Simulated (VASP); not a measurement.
# Settings for H: free atom by spin multiplicity

H, atom in box, 1 atom in the cell. LDA, fixed spin multiplicity; PAW potentials H (LDA set). VASP 6.6.1.

Wanted: energy of the lowest multiplicity within 0.01 eV.

POSCAR of the starting run:
```
H
1.0
   10.0000000000      0.0000000000      0.0000000000
    0.0000000000     10.3000000000      0.0000000000
    0.0000000000      0.0000000000     10.6000000000
H
1
Direct
    0.5000000000      0.5000000000      0.5000000000
```

The series start from Electronic algorithm: All; Smearing width (eV): 0.002; Cutoff (eV): 400; Vacuum (Å): 10. Each series keeps the choices made before it, and each single choice may use up half of a tolerance.

## Electronic algorithm

| Electronic algorithm | Energy of the lowest multiplicity (eV) | SCF iterations | Time (s) |
|---|---|---|---|
| All | -0.895 | 10 | 5.2 |
| Normal | -0.895 | 20 | 7.0 |
| Damped | -0.895 | 13 | 4.1 |
| Fast | -0.895 | 17 | 7.2 |

Chosen: Damped; it saves 1.1 s of 5.2, so All would do nearly as well.

## Smearing width (eV)

| Smearing width (eV) | Energy of the lowest multiplicity (eV) | SCF iterations | Time (s) |
|---|---|---|---|
| 0.1 | -0.895 | 13 | 4.6 |
| 0.05 | -0.895 | 13 | 4.7 |
| 0.01 | -0.895 | 13 | 4.7 |
| 0.002 (reference) | -0.895 | 13 | 4.1 |

Chosen: 0.1, the loosest value from which every tighter one stays within half of the tolerance.

## Cutoff (eV)

| Cutoff (eV) | Energy of the lowest multiplicity (eV) | SCF iterations | Time (s) |
|---|---|---|---|
| 300 | -0.892 | 12 | 2.7 |
| 350 | -0.894 | 12 | 3.3 |
| 400 | -0.895 | 13 | 4.6 |
| 450 | -0.896 | 14 | 4.8 |
| 520 | -0.897 | 14 | 7.1 |
| 700 (reference) | -0.897 | 15 | 13 |

Chosen: 350.

## Vacuum (Å)

| Vacuum (Å) | Energy of the lowest multiplicity (eV) | SCF iterations | Time (s) |
|---|---|---|---|
| 6 | -0.909 | 11 | 1.1 |
| 8 | -0.894 | 11 | 2.0 |
| 10 | -0.894 | 12 | 3.3 |
| 12 | -0.894 | 13 | 7.6 |
| 15 (reference) | -0.894 | 15 | 15 |

Chosen: 8.

## All choices together

| Input | Energy of the lowest multiplicity (eV) | Time (s) |
|---|---|---|
| symmetry, with default smearing, cutoff, precision and algorithm (naive) | -0.883 | 1.6 |
| chosen settings | -0.894 | 2.0 |
| reference settings throughout | -0.897 | 45 |

The tolerance is met.

## The input

INCAR:
```
SYSTEM = H
  ALGO = Damped
  EDIFF = 1E-5
  ENCUT = 350
  GGA = CA
  ISMEAR = 0
  ISPIN = 2
  ISYM = 0
  LASPH = .TRUE.
  LCHARG = .FALSE.
  LMAXMIX = 4
  LORBIT = 11
  LREAL = .FALSE.
  LWAVE = .FALSE.
  MAGMOM = 1
  NBANDS = 10
  NELM = 70
  NUPDOWN = 1
  PREC = Accurate
  SIGMA = 0.1
  TIME = 0.4
  VOSKOWN = 1
```

KPOINTS:
```
k-points
0
Gamma
  1 1 1
```

POSCAR:
```
H
1.0
    8.0000000000      0.0000000000      0.0000000000
    0.0000000000      8.3000000000      0.0000000000
    0.0000000000      0.0000000000      8.6000000000
H
1
Direct
    0.5000000000      0.5000000000      0.5000000000
```

Commands:
```
cat potpaw_LDA.64/H/POTCAR > POTCAR
mpirun -np 4 vasp_gam > vasp.out
```

The chosen input took VASP 6.6.1 2.0 s on 4 cores (AMD EPYC 7R13 (Zen 3)), a shared host.
